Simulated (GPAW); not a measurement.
A run of GPAW 26.7.0:

Contents of run.py:

```python
from ase.calculators.mixing import SumCalculator
from ase.filters import FrechetCellFilter
from ase.io import read, write
from ase.optimize import BFGS
from dftd3.ase import DFTD3
from gpaw import GPAW, PW, setup_paths

setup_paths.insert(0, '.')

atoms = read('POSCAR')

calc = GPAW(mode=PW(600),
            xc='PBEsol',
            kpts={'size': (5, 5, 4), 'gamma': True},
            occupations={'name': 'fermi-dirac', 'width': 0.05},
            nbands=21,
            convergence={'density': 1e-05, 'energy': 1e-05},
            maxiter=150,
            txt='gpaw.txt')
atoms.calc = SumCalculator([calc, DFTD3(method='pbesol', damping='d3zero')])
opt = BFGS(FrechetCellFilter(atoms), trajectory='relax.traj', logfile='-')
done = opt.run(fmax=0.01, steps=100)
calc.write('gs.gpw')
write('result.traj', atoms)
print('Converged:', done)
print('Cell:', atoms.cell.cellpar().round(4))
print('Volume:', round(atoms.get_volume(), 4))
print(atoms.get_scaled_positions().round(5))
```

File POSCAR:

```
P
1.0
    1.6477431241     -5.4650377251      0.0000000000
    1.6477431241      5.4650377251      0.0000000000
    0.0000000000      0.0000000000      4.5436355900
P
4
Direct
    0.9041431300      0.0958568700      0.5888151700
    0.0958568700      0.9041431300      0.4111848300
    0.5958568700      0.4041431300      0.0888151700
    0.4041431300      0.5958568700      0.9111848300
```

Potentials or basis: PAW data sets generated in the run's folder for this functional, pw.

Run with:

```bash
$ gpaw-setup -f PBEsol P
$ OMP_NUM_THREADS=1 python run.py
```

Hardware: 1 thread of Intel(R) Xeon(R) Platinum 8488C (Sapphire Rapids), on a shared host.

Problem. Estimate the wall time of this run.

Solution. Run time: 13 min on 1 thread of Intel(R) Xeon(R) Platinum 8488C (Sapphire Rapids) (shared host), peak memory 0.25 GiB. Counts: scf iterations 219, plane waves 2758, bands 21, k points 33, ion steps 25.
